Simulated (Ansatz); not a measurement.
## Computed properties of AgCl (CsCl type)

All numbers come from the PAW code Ansatz. Note: simulated data, non-magnetic, for a generated structure that need not be the stable one.

The cell is AgCl (CsCl type); cell and atoms were relaxed with r2SCAN. Space group Pm-3m (No. 221), cubic; a = 3.396 Å in the conventional setting, 19.58 Å³ an atom. Ag has 8 Cl at 2.94 Å; Cl has 8 Ag at 2.94 Å.

```cif
data_structure
_symmetry_space_group_name_H-M 'P 1'
_symmetry_Int_Tables_number 1
_cell_length_a 3.3956
_cell_length_b 3.3956
_cell_length_c 3.3956
_cell_angle_alpha 90.000
_cell_angle_beta 90.000
_cell_angle_gamma 90.000
_cell_volume 39.15
loop_
_atom_site_label
_atom_site_type_symbol
_atom_site_fract_x
_atom_site_fract_y
_atom_site_fract_z
_atom_site_occupancy
Ag1 Ag 0.00000 0.00000 0.00000 1
Cl1 Cl 0.50000 0.50000 0.50000 1
```

Relaxed lattice by functional, symmetry kept:

| functional | k mesh | a (Å) | volume (Å³/atom) |
| --- | --- | --- | --- |
| PBE | 8×8×8 | 3.431 | 20.19 |
| r2SCAN | 6×6×6 | 3.396 | 19.58 |
| PBEsol | 6×6×6 | 3.332 | 18.49 |
| LDA | 6×6×6 | 3.278 | 17.60 |
| HSE06 | 4×4×4 | 3.429 | 20.16 |

On this one geometry the levels give:
```tsv
level	k mesh	gap (eV)	kind	edges	least direct gap (eV)
LDA	8×8×8	0.29	indirect	X → Γ	1.91
PBE	8×8×8	0.58	indirect	X → Γ	2.19
PBE+SOC	8×8×8	0.49	indirect	X → Γ	2.14
r2SCAN	8×8×8	1.23	indirect	X → Γ	2.88
HSE06	6×6×6	2.01	indirect	X → Γ	3.58
HSE06+SOC	4×4×4	1.93	indirect	X → Γ	3.53
DDH-PBE0	6×6×6	2.00	indirect	X → Γ	3.58
PBE0	6×6×6	2.70	indirect	X → Γ	4.27
r2SCAN0	6×6×6	3.15	indirect	X → Γ	4.72
Hartree-Fock	6×6×6	9.94	indirect	X → Γ	11.46
```
PBE, PBE+SOC: smearing of 0.02 eV; the others have fixed occupations.
Wave cutoffs: 420 eV, 500 eV (r2SCAN, r2SCAN0).

HSE06 gives an indirect gap of 2.01 eV, from X to Γ; the least direct gap is 3.58 eV at Γ. Spin-orbit coupling changes the PBE gap by -0.09 eV, to 0.49 eV.

r2SCAN covers 45 % of the step from PBE to HSE06, while HSE06 needs about 22 times r2SCAN's cost (on a coarser mesh). Among these functionals the gap stays indirect.

On the PBEsol cell (a = 3.332 Å), with PBEsol: The optical mode at Γ lies at 75 cm⁻¹ without the longitudinal term. With the long-range field the highest mode reaches 157 cm⁻¹. The program warns that the force constants, and all that is formed from them, aren't settled on this k mesh. ε∞: 6.31 in all directions. With the ions relaxed, ε⁰ is 27.3 in all directions. Born charges, averaged over directions: Ag +1.55, Cl -1.55 e.

Only the levels marked +SOC include spin-orbit coupling.

The meshes of the hybrids are coarse, so their gaps aren't converged to the digits shown.
